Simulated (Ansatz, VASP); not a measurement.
**GaN: VASP beside Ansatz**

INCAR

```
SYSTEM = GaN
ALGO = Fast ; EDIFF = 1E-6
ENCUT = 520 ; GGA = PE
ISIF = 2 ; ISMEAR = 0
LASPH = .True. ; LCHARG = .False.
LREAL = .False. ; LWAVE = .False.
NBANDS = 16 ; NELM = 100
PREC = Accurate ; SIGMA = 0.05
```

The input KPOINTS:

```
k-points
0
Gamma
  14 14 14
  0 0 0
```

File POSCAR:

```
GaN
1.0
    0.0000000000      2.2389433640      2.2389433640
    2.2389433640      0.0000000000      2.2389433640
    2.2389433640      2.2389433640      0.0000000000
Ga N
1 1
Direct
    0.0000000000      0.0000000000      0.0000000000
    0.5000000000      0.5000000000      0.5000000000
```

Input for Ansatz:

```yaml
crystal:
  lattice:
    - [0.0, 2.238943364, 2.238943364]
    - [2.238943364, 0.0, 2.238943364]
    - [2.238943364, 2.238943364, 0.0]
  atoms:
    - { symbol: Ga, position: [0.0, 0.0, 0.0] }
    - { symbol: "N", position: [0.5, 0.5, 0.5] }
basis:
  ecutwfc: 420
kpoints:
  mp_grid: { grid: [14, 14, 14] }
hamiltonian:
  xc: pbe
scf:
  occupations: { method: gaussian, width: 0.05 }
output:
  forces: true
  stress: true
  eigenvalues: true
  populations: true
```

Alike in both runs: task single point; functional PBE; k mesh 14 × 14 × 14; occupations gaussian, width 0.05 eV; no spin polarisation.

|  | VASP | Ansatz |
| --- | --- | --- |
| version | VASP 6.6.1 | Ansatz 0.2.0 |
| potentials or method | VASP PAW PBE potentials, release 64 (Ga_d, N) | scalar-relativistic, plane waves, PAW |
| plane-wave cutoff (eV) | 520 | 420 |
| valence electrons in the cell | 18 | 18 |

VASP gave:

* gap on the k mesh at the Fermi level (eV): none
* pressure (GPa): -20.7

Problem. Which values does Ansatz return?

Solution. gap on the k mesh at the Fermi level (eV): none; pressure (GPa): -21.2.

A gap of «none» marks a metal or a gap that the smearing closes.

Caveats: so large a pressure means that the cell lies far from this level's equilibrium, or that cutoff or potentials fall short (VASP).
